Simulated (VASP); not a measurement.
# InSe: the band gap up a ladder of functionals, part 5 of 6

Aim: the band gap of InSe at many levels of theory on one cell, with the cost of each. LASPH is on for some levels and off for others; the table marks which. The start is a cell from a database of measured crystal structures.

VASP 6.6.1, plane waves and PAW; the level of theory is named at each step.

So far, least gap on mesh and path (eV): step 2 (bands, level LDA, k 4×4×4) 0.221; step 4 (bands, level r2SCAN, k 4×4×4) 0.855; step 5 (bands, level TB-mBJ, k 4×4×4) 1.37; step 6 (bands, level TPSS, k 4×4×4) 0.566; step 7 (bands, level BLYP, k 4×4×4) 0.384.

The database entry behind the starting cell differs from later determinations by our own check (c about 1.5 % long), so it need not match the best structure at ambient conditions.

## 11. Bands with HSE06, k 4×4×4 (run 2)

This step: HSE06; plane waves and PAW (In_d, Se) (VASP 6.6.1).

INCAR

```
SYSTEM = InSe
PREC = Accurate
ENCUT = 407
EDIFF = 1E-06
NELM = 100
ISMEAR = 0
SIGMA = 0.02
LREAL = .FALSE.
ALGO = Normal
LHFCALC = .TRUE.
AEXX = 0.25
GGA = PE
HFSCREEN = 0.2
LASPH = .TRUE.
NBANDS = 25
PRECFOCK = Fast
LORBIT = 11
LWAVE = .FALSE.
LCHARG = .FALSE.
KPAR = 8
```

POSCAR

```
InSe
1.0
    2.0000000000      1.1547005384      8.4400000000
   -2.0000000000      1.1547005384      8.4400000000
    0.0000000000     -2.3094010768      8.4400000000
In Se
2 2
Direct
    0.0000000000      0.0000000000      0.0000000000
    0.1114000000      0.1114000000      0.1114000000
    0.6165000000      0.6165000000      0.6165000000
    0.8281000000      0.8281000000      0.8281000000
```

KPOINTS

```
Automatic mesh
0
Gamma
4 4 4
0 0 0
```

KPOINTS_OPT

```
Line mode
6
Line-mode
Reciprocal
  0.00000000   0.00000000   0.00000000 GAMMA
  0.50000000   0.00000000   0.00000000 L

  0.50000000   0.00000000   0.00000000 L
  0.50000000   0.17914517  -0.17914517 B1

  0.82085483   0.50000000   0.17914517 B
  0.50000000   0.50000000   0.50000000 Z

  0.50000000   0.50000000   0.50000000 Z
  0.00000000   0.00000000   0.00000000 GAMMA

  0.00000000   0.00000000   0.00000000 GAMMA
  0.33957259   0.00000000  -0.33957259 X

  0.66042741   0.33957259   0.00000000 Q
  0.50000000   0.50000000   0.00000000 F

  0.50000000   0.50000000   0.00000000 F
  0.66042741   0.66042741   0.17914517 P1

  0.66042741   0.66042741   0.17914517 P1
  0.50000000   0.50000000   0.50000000 Z

  0.50000000   0.00000000   0.00000000 L
  0.82085483   0.33957259   0.33957259 P
```

PAW data sets: In_d and Se (PBE family, release 64).

The WAVECAR or CHGCAR of an earlier step is read.

Run with:

```sh
> mpirun -np 8 vasp_std
```

Numbers of over 12 decimals in the logs are rounded to 6 here.

Output:

```text
[... set-up lines as in an earlier step ...]
 entering main loop
       N       E                     dE             d eps       ncg     rms          rms(c)
DAV:   1    -0.171671569658E+02   -0.17167E+02   -0.13897E+00   880   0.148E+01    0.441E+00
DAV:   2    -0.171814169641E+02   -0.14260E-01   -0.16038E-01   670   0.281E+00    0.445E+00
DAV:   3    -0.171760847087E+02    0.53323E-02   -0.22086E-02   911   0.131E+00    0.388E+00
DAV:   4    -0.171757264784E+02    0.35823E-03   -0.44664E-03   734   0.522E-01    0.243E+00
DAV:   5    -0.171755973586E+02    0.12912E-03   -0.44903E-04   918   0.246E-01    0.147E+00
DAV:   6    -0.171755027752E+02    0.94583E-04   -0.11983E-04   996   0.113E-01    0.897E-01
DAV:   7    -0.171754832278E+02    0.19547E-04   -0.53205E-05   837   0.429E-02    0.546E-01
DAV:   8    -0.171754793636E+02    0.38643E-05   -0.67821E-06   681   0.152E-02    0.332E-01
DAV:   9    -0.171754787956E+02    0.56798E-06   -0.20905E-06   594   0.107E-02
   1 F= -.17175479E+02 E0= -.17175479E+02  d E =-.107316E-20
 Start KPOINTS_OPT (optional k-point list driver)
k-point batch [1-13\54]
 -----------------------------------------------------------------------------
|                     _     ____    _    _    _____     _                     |
|                    | |   |  _ \  | |  | |  / ____|   | |                    |
|                    | |   | |_) | | |  | | | |  __    | |                    |
|                    |_|   |  _ <  | |  | | | | |_ |   |_|                    |
|                     _    | |_) | | |__| | | |__| |    _                     |
|                    (_)   |____/   \____/   \_____|   (_)                    |
|                                                                             |
|                                                                             |
|     internal error in CHECK_GEN_LAYOUT: G-vectors changed at ik:26 old:     |
|     2166 new: 2163                                                          |
|                                                                             |
|     If you are not a developer, you should not encounter this problem.      |
|     Please submit a bug report.                                             |
|                                                                             |
 -----------------------------------------------------------------------------

 -----------------------------------------------------------------------------
|                     _     ____    _    _    _____     _                     |
|                    | |   |  _ \  | |  | |  / ____|   | |                    |
|                    | |   | |_) | | |  | | | |  __    | |                    |
|                    |_|   |  _ <  | |  | | | | |_ |   |_|                    |
|                     _    | |_) | | |__| | | |__| |    _                     |
[...]
|                    |_|   |  _ <  | |  | | | | |_ |   |_|                    |
|                     _    | |_) | | |__| | | |__| |    _                     |
|                    (_)   |____/   \____/   \_____|   (_)                    |
|                                                                             |
|                                                                             |
|     internal error in CHECK_GEN_LAYOUT: G-vectors changed at ik:26 old:     |
|     2166 new: 2163                                                          |
|                                                                             |
|     If you are not a developer, you should not encounter this problem.      |
|     Please submit a bug report.                                             |
|                                                                             |
 -----------------------------------------------------------------------------

 -----------------------------------------------------------------------------
|                     _     ____    _    _    _____     _                     |
|                    | |   |  _ \  | |  | |  / ____|   | |                    |
|                    | |   | |_) | | |  | | | |  __    | |                    |
|                    |_|   |  _ <  | |  | | | | |_ |   |_|                    |
|                     _    | |_) | | |__| | | |__| |    _                     |
|                    (_)   |____/   \____/   \_____|   (_)                    |
|                                                                             |
|                                                                             |
|     internal error in CHECK_GEN_LAYOUT: G-vectors changed at ik:26 old:     |
|     2166 new: 2163                                                          |
|                                                                             |
|     If you are not a developer, you should not encounter this problem.      |
|     Please submit a bug report.                                             |
|                                                                             |
 -----------------------------------------------------------------------------

 -----------------------------------------------------------------------------
|                     _     ____    _    _    _____     _                     |
|                    | |   |  _ \  | |  | |  / ____|   | |                    |
|                    | |   | |_) | | |  | | | |  __    | |                    |
|                    |_|   |  _ <  | |  | | | | |_ |   |_|                    |
|                     _    | |_) | | |__| | | |__| |    _                     |
|                    (_)   |____/   \____/   \_____|   (_)                    |
|                                                                             |
|                                                                             |
|     internal error in CHECK_GEN_LAYOUT: G-vectors changed at ik:26 old:     |
|     2166 new: 2163                                                          |
|                                                                             |
|     If you are not a developer, you should not encounter this problem.      |
|     Please submit a bug report.                                             |
|                                                                             |
 -----------------------------------------------------------------------------

1
1
1
1
1
1
1
1
```

Run time: 10 min. Hardware: 8 MPI ranks of Intel Xeon 6975P-C (Granite Rapids), shared host.

The run ended with an error.

VASP's message: “internal error in CHECK_GEN_LAYOUT: G-vectors changed at ik:26 old: 2166 new: 2163”. No number of this run is used.

## 12. Bands with B3LYP, k 4×4×4

This step: B3LYP; plane waves and PAW (In_d, Se) (VASP 6.6.1).

B3LYP, with a fifth of exact exchange, was fitted to molecules.

INCAR

```
SYSTEM = InSe
PREC = Accurate
ENCUT = 400
EDIFF = 1E-06
NELM = 100
ISMEAR = 0
SIGMA = 0.02
LREAL = .FALSE.
ALGO = Normal
LHFCALC = .TRUE.
AEXX = 0.2
GGA = B3
AGGAX = 0.72
AGGAC = 0.81
ALDAC = 0.19
LASPH = .TRUE.
NBANDS = 25
PRECFOCK = Fast
HFRCUT = -1
LORBIT = 11
LWAVE = .FALSE.
LCHARG = .FALSE.
KPAR = 8
```

POSCAR is that of step 11.

KPOINTS is that of step 11.

KPOINTS_OPT is that of step 11.

Run with:

```sh
> mpirun -np 8 vasp_std
```

Output:

```text
[banner, memory and clock lines left out]
running    8 mpi-ranks, on    1 nodes
[...]
[... a notice as in an earlier step ...]

 [... a notice as in an earlier step ...]

 LDA part: xc-table for (Slater(with rela. corr.)+VWN3), standard interpolation
 found WAVECAR, reading the header
 POSCAR, INCAR and KPOINTS ok, starting setup
[...]
HFRCUT set to (new)   12.134675
 reading WAVECAR
 the WAVECAR file was read successfully
 initial charge from wavefunction
 entering main loop
       N       E                     dE             d eps       ncg     rms          rms(c)
DAV:   1    -0.159087501558E+02   -0.15909E+02   -0.93723E-01   851   0.792E+00    0.355E+00
DAV:   2    -0.159081885059E+02    0.56165E-03   -0.97591E-02   677   0.198E+00    0.344E+00
DAV:   3    -0.159003993297E+02    0.77892E-02   -0.30615E-02   825   0.111E+00    0.300E+00
DAV:   4    -0.159013992462E+02   -0.99992E-03   -0.91524E-03   705   0.518E-01    0.186E+00
DAV:   5    -0.159013923354E+02    0.69109E-05   -0.44873E-04   911   0.266E-01    0.111E+00
DAV:   6    -0.159013033277E+02    0.89008E-04   -0.20735E-04   968   0.132E-01    0.673E-01
DAV:   7    -0.159013037723E+02   -0.44453E-06   -0.10389E-04   743   0.499E-02    0.412E-01
DAV:   8    -0.159013031062E+02    0.66609E-06   -0.71276E-06   682   0.230E-02
   1 F= -.15901303E+02 E0= -.15901303E+02  d E =-.302900E-19
 Start KPOINTS_OPT (optional k-point list driver)
k-point batch [1-13\54]
 [... a notice as in an earlier step ...]

 [... a notice as in an earlier step ...]

 [... a notice as in an earlier step ...]

 [... a notice as in an earlier step ...]

 [... a notice as in an earlier step ...]

 [... a notice as in an earlier step ...]

 [... a notice as in an earlier step ...]

 [... a notice as in an earlier step ...]

1
1
1
1
1
1
1
1
```

The job ended after 10 min (8 MPI ranks).

The run ended with an error.

VASP's message: “internal error in CHECK_GEN_LAYOUT: G-vectors changed at ik:26 old: 2118 new: 2117”. No number of this run is used.

## 13. Bands with B3LYP, k 4×4×4 (run 2)

INCAR: that of step 12 with these lines changed.

```diff
@@ -2,3 +2,3 @@
 PREC = Accurate
-ENCUT = 400
+ENCUT = 407
 EDIFF = 1E-06
```

POSCAR is that of step 12.

KPOINTS is that of step 12.

KPOINTS_OPT is that of step 12.

Run with:

```sh
> mpirun -np 8 vasp_std
```

Output:

```text
[... set-up lines as in an earlier step ...]
 entering main loop
       N       E                     dE             d eps       ncg     rms          rms(c)
DAV:   1    -0.159090377239E+02   -0.15909E+02   -0.93570E-01   851   0.793E+00    0.356E+00
DAV:   2    -0.159085144002E+02    0.52332E-03   -0.97368E-02   677   0.198E+00    0.344E+00
DAV:   3    -0.159007119180E+02    0.78025E-02   -0.30632E-02   833   0.111E+00    0.300E+00
DAV:   4    -0.159017035253E+02   -0.99161E-03   -0.91106E-03   688   0.518E-01    0.186E+00
DAV:   5    -0.159016995110E+02    0.40143E-05   -0.44882E-04   903   0.266E-01    0.111E+00
DAV:   6    -0.159016117540E+02    0.87757E-04   -0.20556E-04   958   0.132E-01    0.671E-01
DAV:   7    -0.159016125571E+02   -0.80310E-06   -0.10348E-04   751   0.499E-02    0.411E-01
DAV:   8    -0.159016119587E+02    0.59849E-06   -0.71056E-06   681   0.230E-02
   1 F= -.15901612E+02 E0= -.15901612E+02  d E =-.279606E-19
 Start KPOINTS_OPT (optional k-point list driver)
k-point batch [1-13\54]
 [... a notice as in an earlier step ...]

 [... a notice as in an earlier step ...]

 [... a notice as in an earlier step ...]

 [... a notice as in an earlier step ...]

 [... a notice as in an earlier step ...]

 [... a notice as in an earlier step ...]

 [... a notice as in an earlier step ...]

 [... a notice as in an earlier step ...]

1
1
1
1
1
1
1
1
```

It took 9.6 min on 8 MPI ranks.

The run ended with an error.

VASP's message: “internal error in CHECK_GEN_LAYOUT: G-vectors changed at ik:26 old: 2166 new: 2163”. No number of this run is used.

## 14. Dielectric constant for the exchange share

This step: PBEsol; plane waves and PAW (In_d, Se) (VASP 6.6.1).

A dielectric-dependent hybrid needs the dielectric constant, which this PBEsol response run is meant to supply.

INCAR

```
SYSTEM = InSe
PREC = Accurate
ENCUT = 400
EDIFF = 1E-08
NELM = 100
ISMEAR = 0
SIGMA = 0.01
LREAL = .FALSE.
ALGO = Normal
GGA = PS
NBANDS = 25
LORBIT = 11
LWAVE = .FALSE.
LCHARG = .FALSE.
KPAR = 8
LEPSILON = .TRUE.
```

POSCAR is that of step 13.

KPOINTS

```
Automatic mesh
0
Gamma
8 8 8
0 0 0
```

Run with:

```sh
> mpirun -np 8 vasp_std
```

Output:

```text
[... set-up lines as in an earlier step ...]
 entering main loop
       N       E                     dE             d eps       ncg     rms          rms(c)
DAV:   1     0.305924435789E+03    0.30592E+03   -0.15127E+04  3250   0.139E+03
DAV:   2     0.176164511496E+02   -0.28831E+03   -0.28208E+03  3347   0.360E+02
DAV:   3    -0.147542867330E+02   -0.32371E+02   -0.31936E+02  4222   0.138E+02
DAV:   4    -0.159945567041E+02   -0.12403E+01   -0.12382E+01  3775   0.296E+01
[...]
DAV:  14    -0.155869915204E+02   -0.38829E-06   -0.10307E-06  3763   0.125E-02    0.147E-03
DAV:  15    -0.155869915611E+02   -0.40695E-07   -0.83819E-08  3846   0.235E-03    0.479E-04
DAV:  16    -0.155869915556E+02    0.54442E-08   -0.25739E-08  3103   0.101E-03
   1 F= -.15586992E+02 E0= -.15586992E+02  d E =-.834288E-14
 Linear response reoptimize wavefunctions to high precision
DAV:   1    -0.155869915614E+02   -0.57726E-08   -0.17220E-09  2557   0.417E-04
DAV:   2    -0.155869915614E+02   -0.34106E-10   -0.57719E-10  1844   0.219E-04
 Linear response G [H, r] |phi>, progress :
  Direction:   1
       N       E                     dE             d eps       ncg     rms
RMM:   1    -0.109374044894E+03   -0.10937E+03    0.69523E+02  4444   0.168E+02
RMM:   2    -0.134330543859E+03   -0.24956E+02   -0.59186E+01  5693   0.451E+01
RMM:   3    -0.135551401651E+03   -0.12209E+01   -0.77562E+00  5845   0.178E+01
RMM:   4    -0.135622027797E+03   -0.70626E-01   -0.92194E-01  6221   0.522E+00
[...]
RMM:  15    -0.135631752946E+03   -0.24297E-04   -0.50731E-04  5465   0.726E-03
RMM:  16    -0.135631739574E+03    0.13371E-04   -0.43541E-04  5479   0.705E-03
RMM:  17    -0.135631742596E+03   -0.30222E-05   -0.33568E-04  5351   0.698E-03
 Linear response G [H, r] |phi>, progress :
  Direction:   2
       N       E                     dE             d eps       ncg     rms
RMM:   1    -0.104612216084E+03   -0.10461E+03    0.74495E+02  4407   0.169E+02
RMM:   2    -0.129887139364E+03   -0.25275E+02   -0.62352E+01  5685   0.452E+01
RMM:   3    -0.131064950286E+03   -0.11778E+01   -0.74881E+00  5833   0.176E+01
RMM:   4    -0.131146538539E+03   -0.81588E-01   -0.89237E-01  6129   0.524E+00
[...]
RMM:  16    -0.131155839198E+03    0.14942E-04    0.27137E-03  5489   0.651E-03
RMM:  17    -0.131155860961E+03   -0.21763E-04    0.25243E-03  5372   0.641E-03
RMM:  18    -0.131155848808E+03    0.12153E-04    0.24101E-03  5350   0.637E-03
 Linear response G [H, r] |phi>, progress :
  Direction:   3
       N       E                     dE             d eps       ncg     rms
RMM:   1    -0.113119859820E+03   -0.11312E+03    0.69850E+02  4375   0.167E+02
RMM:   2    -0.132202157427E+03   -0.19082E+02   -0.73250E+01  5417   0.467E+01
RMM:   3    -0.133220553112E+03   -0.10184E+01   -0.72057E+00  5797   0.178E+01
[...]
RMM:  15    -0.133338968722E+03    0.63497E-06   -0.96825E-05  5513   0.727E-03
RMM:  16    -0.133338968645E+03    0.76679E-07   -0.11015E-04  5474   0.714E-03
RMM:  17    -0.133338968805E+03   -0.15910E-06   -0.67392E-05  5388   0.709E-03
 Linear response to external field (no local field effect), progress :
  Direction:   1
       N       E                     dE             d eps       ncg     rms          rms(c)
RMM:   1    -0.221999543649E+01   -0.22200E+01   -0.81354E+00  4624   0.723E+00
RMM:   2    -0.275700470487E+01   -0.53701E+00   -0.16020E-01  5727   0.208E+00
RMM:   3    -0.276442948751E+01   -0.74248E-02   -0.32332E-02  6274   0.704E-01
RMM:   4    -0.276512752042E+01   -0.69803E-03   -0.20990E-03  6235   0.210E-01
[...]
RMM:  14    -0.276518551604E+01    0.20298E-08   -0.24514E-06  3914   0.611E-04
RMM:  15    -0.276518551316E+01    0.28801E-08    0.13216E-06  3879   0.586E-04
RMM:  16    -0.276518551764E+01   -0.44794E-08   -0.31473E-06  3734   0.581E-04
 change of polarisation eV/A/(eV/A) component  1 :     5.530    -0.677     0.034
 dielectric tensor                  component  1 :     9.557    -1.047     0.052
 Linear response to external field (no local field effect), progress :
  Direction:   2
       N       E                     dE             d eps       ncg     rms          rms(c)
RMM:   1    -0.198578627869E+01   -0.19858E+01   -0.69062E+00  4611   0.707E+00
RMM:   2    -0.249812983044E+01   -0.51234E+00   -0.13996E-01  5725   0.206E+00
RMM:   3    -0.250511049451E+01   -0.69807E-02   -0.28227E-02  6242   0.677E-01
RMM:   4    -0.250558511340E+01   -0.47462E-03   -0.16596E-03  6226   0.204E-01
[...]
RMM:  14    -0.250564514216E+01    0.20973E-08   -0.23926E-06  3915   0.558E-04
RMM:  15    -0.250564514007E+01    0.20880E-08    0.83125E-07  3833   0.538E-04
RMM:  16    -0.250564514027E+01   -0.19835E-09   -0.17652E-06  3681   0.531E-04
 change of polarisation eV/A/(eV/A) component  2 :    -0.676     5.011     0.448
 dielectric tensor                  component  2 :    -1.046     8.754     0.693
 Linear response to external field (no local field effect), progress :
  Direction:   3
       N       E                     dE             d eps       ncg     rms          rms(c)
RMM:   1    -0.261591963266E+01   -0.26159E+01   -0.11212E+01  4888   0.743E+00
RMM:   2    -0.659559104140E+01   -0.39797E+01   -0.22109E-01  5764   0.214E+00
RMM:   3    -0.660553621216E+01   -0.99452E-02   -0.17796E-02  6284   0.607E-01
RMM:   4    -0.660611795006E+01   -0.58174E-03   -0.12641E-03  6280   0.176E-01
[...]
RMM:  14    -0.660615049228E+01   -0.47903E-06   -0.15693E-05  3900   0.610E-04
RMM:  15    -0.660615009768E+01    0.39460E-06    0.46219E-05  3795   0.592E-04
RMM:  16    -0.660615043440E+01   -0.33672E-06    0.10237E-06  3700   0.581E-04
 change of polarisation eV/A/(eV/A) component  3 :     0.033     0.448    13.212
 dielectric tensor                  component  3 :     0.052     0.693    21.443
 Linear response to external field, progress :
  Direction:   1
       N       E                     dE             d eps       ncg     rms          rms(c)
RMM:   1    -0.210148166035E+01   -0.21015E+01   -0.75067E+00 18349   0.719E+00
RMM:   2    -0.262765066425E+01   -0.52617E+00   -0.15207E-01 22891   0.207E+00    0.257E+00
RMM:   3    -0.249816081566E+01    0.12949E+00   -0.15346E-01 21735   0.180E+00    0.143E+00
RMM:   4    -0.258637572600E+01   -0.88215E-01   -0.16750E-01 22848   0.206E+00    0.304E-01
```

Wall time 11 min (8 MPI ranks).

The run was cut off at its time limit.

More ranks or a longer limit would be the way on.

(Continued in part 6 of 6.)

[Lines on the potential files, build, host, timing and source positions are cut from VASP's logs without a mark.]

[Logs are printed without paths, hosts, clocks, repeated set-up lines and the standing remarks that a program may print on its own settings, such as how far it seeks lower states.]

[Hosts, paths, dates, database ids (printed as entryN), source tags and the programs' standing remarks are cut or masked in the printed files.]

[A measured line is paired with the nearest computed mode of its activity, which favours agreement.]
